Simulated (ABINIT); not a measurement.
The system is MoP.

```xyz
2
Lattice="3.2230 0.0000 0.0000 -1.6115 2.7912 0.0000 0.0000 0.0000 3.1910" Properties=species:S:1:pos:R:3 pbc="T T T"
Mo    0.0000    0.0000    0.0000
P     0.0000    1.8608    1.5955
```

Base run:

| Item | Value |
| --- | --- |
| Program | ABINIT 10.8.3 (patched build) |
| Functional | r2SCAN |
| Potentials or basis | JTH PAW PBE v2.0 |
| Cutoff | 653 eV |
| k mesh | 8 × 8 × 6 |
| Occupations | fermi-dirac, width 0.05 eV |
| Spin | no spin polarisation |

Its results: band gap on the k mesh none (metal or under the smearing width); pressure 1.7 GPa.

Task: The run is repeated on the same cell with these changes: k mesh from 8 × 8 × 6 to 4 × 4 × 3. What comes out?

Result: Band gap on the k mesh none (metal or under the smearing width); pressure 2.3 GPa.

Caveats: some runs use coarse meshes; the PAW data sets were made with another functional, which shifts forces and pressure a little.
